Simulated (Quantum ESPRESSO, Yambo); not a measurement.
# ZnSe (Stilleite): G0W0 with Yambo, start to end, part 2 of 3

Aim: the G0W0 gap of ZnSe (Stilleite) on PBE, step by step.

Quantum ESPRESSO 7.5 and Yambo 5.3.0; PBE and many-body steps on it, plane waves. Known limits of the many-body steps: not at the basis limit; no spin-orbit coupling; coarse k mesh.

So far. Step 2 (Ground state): The gap is direct, at Γ. Step 3 (Bands along the symmetry lines): The gap is 1.291 eV, as in the run before at this level.

### 4. Empty states on the mesh, 4×4×4 mesh, 188 bands

Level of this step: DFT, PBE, plane waves, norm-conserving pseudopotentials (Quantum ESPRESSO).

The sums over transitions need many empty states on a uniform mesh; this step solves for them.

pw.in

```
&control
  calculation = 'nscf'
  prefix = 'x'
  outdir = 'o'
  pseudo_dir = 'pseudo'
/
&system
  ibrav = 0
  nat = 2
  ntyp = 2
  ecutwfc = 104.0
  nbnd = 188
  force_symmorphic = .true.
/
&electrons
  conv_thr = 1e-9
  electron_maxstep = 80
  diago_full_acc = .true.
  diago_thr_init = 5e-6
/
ATOMIC_SPECIES
  Zn 65.38 Zn.upf
  Se 78.971 Se.upf
CELL_PARAMETERS angstrom
  -0.0000000000 2.8338000000 2.8338000000
  2.8338000000 0.0000000000 2.8338000000
  2.8338000000 2.8338000000 -0.0000000000
ATOMIC_POSITIONS crystal
  Zn 0.0000000000 0.0000000000 0.0000000000
  Se 0.2500000000 0.2500000000 0.2500000000
K_POINTS automatic
  4 4 4 0 0 0
```

On the command line:

```bash
OMP_NUM_THREADS=1 mpirun -n 4 pw.x -nk 4 -in pw.in > pw.out
```

The log of the run:

```text
[banner, memory and clock lines left out]
Program PWSCF v.7.5 starts

     Atomic positions and unit cell read from directory:
     o/x.save/

     Message from routine setup:
     using ibrav=0 with symmetry is DISCOURAGED, use correct ibrav instead

     G-vector sticks info

     bravais-lattice index     =            0
     lattice parameter (alat)  =       7.5733  a.u.
     unit-cell volume          =     307.1384 (a.u.)^3
     number of atoms/cell      =            2
     number of atomic types    =            2
     number of electrons       =        44.00
     number of Kohn-Sham states=          188
     kinetic-energy cutoff     =     104.0000  Ry
     charge density cutoff     =     416.0000  Ry
     Exchange-correlation= PBE
                           (   1   4   3   4   0   0   0)

     celldm(1)=   7.573263  celldm(2)=   0.000000  celldm(3)=   0.000000
     celldm(4)=   0.000000  celldm(5)=   0.000000  celldm(6)=   0.000000

     crystal axes: (cart. coord. in units of alat)
               a(1) = (  -0.000000   0.707107   0.707107 )
               a(2) = (   0.707107   0.000000   0.707107 )
               a(3) = (   0.707107   0.707107  -0.000000 )

     reciprocal axes: (cart. coord. in units 2 pi/alat)
               b(1) = ( -0.707107  0.707107  0.707107 )
               b(2) = (  0.707107 -0.707107  0.707107 )
               b(3) = (  0.707107  0.707107 -0.707107 )
     Pseudo is Norm-conserving + core correction, Zval = 20.0
     Generated using ONCVPSP code by D. R. Hamann
     Using radial grid of 1326 points,  6 beta functions with:
     Pseudo is Norm-conserving + core correction, Zval = 24.0
     Generated using ONCVPSP code by D. R. Hamann
     Using radial grid of 1214 points,  6 beta functions with:
     Zn               20.00    65.38000     Zn( 1.00)
     Se               24.00    78.97100     Se( 1.00)

     24 Sym. Ops. (no inversion) found

   Cartesian axes

     site n.     atom                  positions (alat units)
         1        Zn     tau(   1) = (   0.0000000   0.0000000   0.0000000  )
         2        Se     tau(   2) = (   0.3535534   0.3535534   0.3535534  )

     number of k points=     8
                       cart. coord. in units 2pi/alat
        k(    1) = (   0.0000000   0.0000000   0.0000000), wk =   0.0312500
        k(    2) = (   0.1767767   0.1767767  -0.1767767), wk =   0.2500000
        k(    3) = (  -0.3535534  -0.3535534   0.3535534), wk =   0.1250000
[...]
k(    7) = (  -0.7071068   0.0000000   0.0000000), wk =   0.0937500
        k(    8) = (  -0.7071068   0.3535534   0.0000000), wk =   0.1875000

     Dense  grid:    44039 G-vectors     FFT dimensions: (  50,  50,  50)

     The potential is recalculated from file :
     o/x.save/charge-density

     Starting wfcs are   23 randomized atomic wfcs +  165 random wfcs

     Band Structure Calculation

     End of band structure calculation

          k = 0.0000 0.0000 0.0000 (  5577 PWs)   bands (ev):

  -198.4430-137.9212-137.9212-137.9212-116.4660 -70.6256 -70.6256 -70.6256
   -38.0966 -38.0966 -38.0966 -38.0925 -38.0925  -4.4790   2.2368   2.2368
     2.2368   2.6048   2.6048   8.7791   8.7791   8.7791  10.0703  14.5929
    14.5929  14.5929  18.7189  20.2713  20.2713  21.8455  21.8455  21.8455
[...]
[... 12 further rows ...]
[...]
131.8540 134.9664 137.8242 137.8242

          k = 0.1768 0.1768-0.1768 (  5492 PWs)   bands (ev):

  -198.4430-137.9212-137.9212-137.9212-116.4660 -70.6257 -70.6257 -70.6257
[...]
[... 12 further rows ...]
[...]
137.7441 139.5731 139.5971 139.7282

          k =-0.3536-0.3536 0.3536 (  5480 PWs)   bands (ev):

  -198.4430-137.9212-137.9212-137.9212-116.4660 -70.6257 -70.6257 -70.6257
[...]
66.8190  66.8190  66.8650  68.6406  68.6406  68.7404  68.8674  68.8674
     [... 12 further rows ...]
   131.8041 131.8840 131.8840 132.8283 134.7933 134.7933 135.1357 135.1357
   136.3266 138.3823 140.1730 140.3448

          k = 0.3536 0.0000 0.0000 (  5457 PWs)   bands (ev):

     [... further k-points ...]

     highest occupied, lowest unoccupied level (ev):     8.7791   10.0703

     XML data file, pseudopotentials, collected wavefunctions
```

Elapsed: 9.6 s, on 4 MPI ranks of Intel Xeon 6975P-C (Granite Rapids), shared host; peak memory 0.6 GiB; 37 s of CPU time.

Numbers from this step:

```yaml
gap: 1.291 eV
k_of_the_valence_top: 0, 0, 0
k_of_the_conduction_bottom: 0, 0, 0
least_direct_gap: 1.291 eV
k_points_computed: 8
lowest_point_of_the_top_converged_band_above_the_valence_top: 128.6643 eV
```

On this mesh the gap is 1.291 eV.

### 5. Conversion and set-up

This step: Yambo 5.3.0; conversion and set-up on PBE, plane waves, norm-conserving pseudopotentials.

The states are converted to the many-body program's format and the q mesh is built.

On the command line:

```bash
(cd o/x.save; p2y > p2y.log; mv SAVE ../..); yambo > setup.log
```

The log of the run:

```text
 Yambo, version 5.3.0

 [02] CORE Variables Setup
 =========================

  [02.01] Unit cells
  ==================

  Cell kind             :  FCC
  Atoms in the cell     :  Zn  Se
  number of Zn atoms    :  1
  number of Se atoms    :  1

  List of atomic masses
  Mass of Zn    :  65.38000
  Mass of Se    :  78.97100

  List of atomic coordinates    : [cc]
  Zn1       :  0.000000  0.000000  0.000000  order 1
  Se1       :  2.677553  2.677553  2.677553  order 2

  Alat factors          :  5.355106  5.355106  5.355106 [a.u.]
  Direct lattice volume :  307.1384 [a.u.]
  Direct lattice vectors:  A[ 1 ]  A[ 2 ]  A[ 3 ]
   A[ 1 ]: -0.000000  1.000000  1.000000  [iru]
  -0.000000  5.355106  5.355106  [cc]
   A[ 2 ]:  1.000000  0.000000  1.000000  [iru]
   5.355106  0.000000  5.355106  [cc]
   A[ 3 ]:  1.000000  1.000000 -0.000000  [iru]
   5.355106  5.355106 -0.000000  [cc]

  Recip. lattice volume :  0.807617 [a.u.]
  Recip. lattice vectors:  B[ 1 ]  B[ 2 ]  B[ 3 ]
   B[ 1 ]: -0.500000  0.500000  0.500000  [iku]
  -0.586654  0.586654  0.586654  [cc]
   B[ 2 ]:  0.500000 -0.500000  0.500000  [iku]
   0.586654 -0.586654  0.586654  [cc]
   B[ 3 ]:  0.500000  0.500000 -0.500000  [iku]
   0.586654  0.586654 -0.586654  [cc]

  [02.02] Symmetries
  ==================

  Inversion symmetry    : yes
  Spatial inversion     : no
  Inversion index       :  25
  K-space Time-reversal : yes
  Magnetic symmetries   : no
  Time-reversal derived K-space symmetries:   25   48
  Group table correct   : yes
  Symmetries units      :  [cc]

   [S  1]:   1.0000      0.12943E-16  0.12943E-16  0.12943E-16   1.0000     -0.12943E-16 -0.12943E-16 -0.12943E-16   1.0000
   [S  2]:  -1.0000     -0.12943E-16  0.12943E-16 -0.12943E-16  -1.0000     -0.12943E-16  0.12943E-16  0.12943E-16   1.0000
   [S  3]:  -1.0000      0.12943E-16 -0.12943E-16 -0.12943E-16   1.0000      0.12943E-16  0.12943E-16 -0.12943E-16  -1.0000
[...]
[S  9]:  0.12943E-16   1.0000      0.12943E-16 -0.12943E-16  0.12943E-16   1.0000       1.0000     -0.12943E-16 -0.12943E-16
   [S 10]:  0.12943E-16  -1.0000     -0.12943E-16 -0.12943E-16 -0.12943E-16  -1.0000       1.0000      0.12943E-16  0.12943E-16
     [... 36 further rows ...]
   [S*47]:   1.0000      0.12943E-16 -0.12943E-16  0.12943E-16 -0.12943E-16  -1.0000     -0.12943E-16   1.0000      0.12943E-16
   [S*48]:   1.0000     -0.12943E-16  0.12943E-16  0.12943E-16  0.12943E-16   1.0000     -0.12943E-16  -1.0000     -0.12943E-16

  [02.03] Reciprocal space
  ========================

  nG shells         :   406
  nG charge         :   44039
  nG WFs            :   6589
  nC WFs            :   5577
  G-vecs. in first 40 shells:  [ Number ]
     1    9   15   27   51   59   65   89  113
    137   169   181   229   259   283   307   331   339
    387   411   459   531   537   561   609   645   701
[...]
1139  1211  1243  1291
  ...
[...]
K/Q-points units:
  rlu = crystal or reduced units; cc = cartesian coordinates; iku = interal k-units

  K [1]          [rlu]:  0.000000  0.000000  0.000000
         WF components:   5577
  K [2]          [rlu]:  0.33641E-17  0.33641E-17  0.25000
         WF components:   5492
  K [3]          [rlu]: -0.67283E-17 -0.67283E-17 -0.50000
         WF components:   5480
  K [4]          [rlu]:  0.60307E-17  0.25000      0.25000
         WF components:   5457
  K [5]          [rlu]: -0.10092E-16  0.25000     -0.50000
         WF components:   5486
  [... 2 further k-points ...]
  K [8]          [rlu]:  0.250000 -0.500000 -0.250000
         WF components:   5520

  [02.05] Energies & Occupations
  ==============================

  [X] === General ===
  [X] Electronic Temperature                        :  0.000000  0.000000 [eV K]
  [X] Bosonic    Temperature                        :  0.000000  0.000000 [eV K]
  [X] Finite Temperature mode                       : no
  [X] El. density                                   :  0.96675E+24 [cm-3]
  [X] Fermi Level                                   :  8.779089 [eV]

  [X] === Gaps and Widths ===
  [X] Conduction Band Min                           :  1.291205 [eV]
  [X] Valence Band Max                              :  0.000000 [eV]
  [X] Filled Bands                                  :  22
  [X] Empty Bands                                   :   23  188
  [X] Direct Gap                                    :  1.291205 [eV]
  [X] Direct Gap localized at k                     :  1
  [X] Indirect Gap                                  :  1.291205 [eV]
  [X] Indirect Gap between kpts                     :  1  1
  [X] Last valence band width                       :  2.657666 [eV]
  [X] 1st conduction band width                     :  4.197883 [eV]

  E @ K [1]:  [eV]
  -207.2221 -146.7002 -146.7002 -146.7002 -125.2451  -79.4047  -79.4047  -79.4047
  -46.87564 -46.87564 -46.87564 -46.87154 -46.87154 -13.25808  -6.54231  -6.54231
   -6.5423      -6.1742      -6.1742     -0.17827E-09 -0.14135E-09   0.0000       1.2912       5.8138
[...]
occ @ K [1]
[...]
E @ K [2]:  [eV]
[...]
occ @ K [2]
[...]
E @ K [3]:  [eV]
[...]
occ @ K [3]
[...]
E @ K [4]:  [eV]
[...]
occ @ K [4]
[...]
E @ K [5]:  [eV]
[...]
occ @ K [5]
[...]
[... 2 further k-points ...]
  E @ K [8]:  [eV]
[...]
occ @ K [8]
[...]
0.000000  0.000000  0.000000  0.000000  0.000000  0.000000  0.000000  0.000000
   0.000000  0.000000  0.000000  0.000000  0.000000  0.000000  0.000000  0.000000

 [03] Transferred momenta grid and indexing
 ==========================================

 IBZ Q-points                                      :   8
 BZ  Q-points                                      :   64

 K/Q-points units:
 rlu = crystal or reduced units; cc = cartesian coordinates; iku = interal k-units

 Q [1]          [rlu]:  0.000000  0.000000  0.000000
 Q [2]          [rlu]:  0.33641E-17  0.33641E-17  0.25000
 Q [3]          [rlu]: -0.67283E-17 -0.67283E-17 -0.50000
[...]
Q [7]          [rlu]: -0.12061E-16 -0.50000     -0.50000
 Q [8]          [rlu]:  0.250000 -0.500000 -0.250000

  [03.01] X indexes
  =================

   [03.01.01] Sigma indexes
   ========================

 [06] Game Over & Game summary
```

It took 2.9 s on 1 MPI rank; peak memory 0.26 GiB.

(Part 2 of 3 ends here.)

[Paths, hosts, dates, memory and timing lines, banners, echoed tables and standing remarks are left out of the program output.]

[Logs are printed without paths, hosts, clocks, repeated set-up lines and the standing remarks that a program may print on its own settings, such as how far it seeks lower states.]

[Runs of the session that timed out or met a known fault of the program may be left out.]

[Hosts, paths, dates, database ids (printed as entryN), source tags and the programs' standing remarks are cut or masked in the printed files.]
